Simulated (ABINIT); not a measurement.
Crystal: ZnO (zincite).

```
Zn O
1.0
     3.24931    0.00000    0.00000
    -1.62465    2.81398    0.00000
     0.00000    0.00000    5.20571
Zn O
2 2
Direct
  0.66667 0.33333 0.00000
  0.33333 0.66667 0.50000
  0.33333 0.66667 0.87901
  0.66667 0.33333 0.37901
```

Base run:

```yaml
Program: ABINIT 10.8.3 (patched build)
Functional: r2SCAN
Potentials_or_basis: JTH PAW PBE v2.0
Cutoff: 762 eV
k_mesh: 7 × 7 × 4
Occupations: fermi-dirac, width 0.05 eV
Spin: no spin polarisation
```

Its results: band gap on the k mesh 1.21 eV, direct; pressure -1.2 GPa; largest force 0.073 eV/Å.

Task: After a change of settings the same cell gave: band gap on the k mesh 1.06 eV, direct; pressure -0.8 GPa; largest force 0.073 eV/Å. Which change was it?
A. potentials or basis from JTH PAW PBE v2.0 to SG15 NC PBE v1.2; cutoff from 762 eV to 1361 eV; valence electrons from 36 to 52
B. potentials or basis from JTH PAW PBE v2.0 to Ansatz PAW PBE default generated set, frozen core; cutoff from 762 eV to 517 eV; fine-grid cutoff from 1360.57 eV to 1034.03 eV
C. potentials or basis from JTH PAW PBE v2.0 to PseudoDojo NC SR PBE v0.4.1 standard; cutoff from 762 eV to 1361 eV; valence electrons from 36 to 52

Result: C.

Caveats: the PAW data sets were made with another functional, which shifts forces and pressure a little (some runs); a meta-GGA on potentials with a model core is unreliable (some runs); the potentials were made for another functional, which shifts forces and pressure (some runs).

Runs at the PBE level aren't shown here.
